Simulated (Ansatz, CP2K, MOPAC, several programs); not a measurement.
Energy against volume for KNbO3 (started from an entry of an open crystallographic database), at fixed shape and fractional coordinates, computed by several methods (PBE and r2SCAN, where shown, with plane waves in Ansatz); the cell shown is that of r2SCAN. With free coordinates or axes held, a curve is too stiff, and on another method's shape its minimum isn't the method's own volume. It is tetragonal, P4mm (No. 99); conventional cell a = 3.975 Å, c = 4.107 Å, 12.98 Å³ an atom. Around K lie 12 O at 2.78–2.94 Å; around Nb lie 6 O at 1.85–2.26 Å; around O lie 2 Nb at 1.85–2.26 Å and 4 K at 2.81 Å; around O lie 2 Nb at 2.00 Å and 4 K at 2.78–2.94 Å. Spin-unpolarised throughout; all numbers are computed. Energies count from each curve's lowest point; fits are third-order Birch-Murnaghan.

```cif
data_structure
_symmetry_space_group_name_H-M 'P 1'
_symmetry_Int_Tables_number 1
_cell_length_a 3.9752
_cell_length_b 3.9752
_cell_length_c 4.1073
_cell_angle_alpha 90.000
_cell_angle_beta 90.000
_cell_angle_gamma 90.000
_cell_volume 64.91
loop_
_atom_site_label
_atom_site_type_symbol
_atom_site_fract_x
_atom_site_fract_y
_atom_site_fract_z
_atom_site_occupancy
K1 K 0.00000 0.00000 0.01448 1
Nb1 Nb 0.50000 0.50000 0.49723 1
O1 O 0.50000 0.50000 0.04796 1
O2 O 0.50000 0.00000 0.54116 1
O3 O 0.00000 0.50000 0.54116 1
```

PM7 (MOPAC), on the shape of the cell shown, as a cluster of 90 atoms at the zone centre:
```
V (Å³/atom)  E (meV/atom)
     11.423         13.66
     12.202          0.00
     12.981         72.11
     13.760        205.64
     14.539        386.57
```
V₀ = 11.91 Å³ an atom and B₀ = 297 GPa.

PBE, on the shape of its own relaxed cell:
```tsv
V (Å³/atom)	E (meV/atom)
12.657	27.89
13.061	6.59
13.465	0.00
13.869	5.92
14.273	22.44
```
V₀ = 13.46 Å³ an atom and B₀ = 165 GPa.

PBE/SZV (CP2K), on the shape of the cell shown:
```
V (Å³/atom)  E (meV/atom)
     11.423        320.22
     12.202        132.67
     12.981         33.66
     13.760          0.00
     14.539         12.53
```
V₀ = 13.90 Å³ an atom and B₀ = 161 GPa.

PBE/DZVP (CP2K), on the shape of the cell shown:
```csv
V (Å³/atom),E (meV/atom)
11.423,183.89
12.202,53.57
12.981,0.00
13.760,3.07
14.539,45.90
```
V₀ = 13.32 Å³ an atom and B₀ = 169 GPa.

light PBE (260 eV, its own mesh), on the shape of the cell shown:
```tsv
V (Å³/atom)	E (meV/atom)
11.943	101.02
12.462	16.10
12.981	5.50
13.500	10.74
14.020	0.00
14.539	87.09
```
The points scatter about a smooth fit, as a low cutoff and a light mesh can make them, so no fit is quoted.
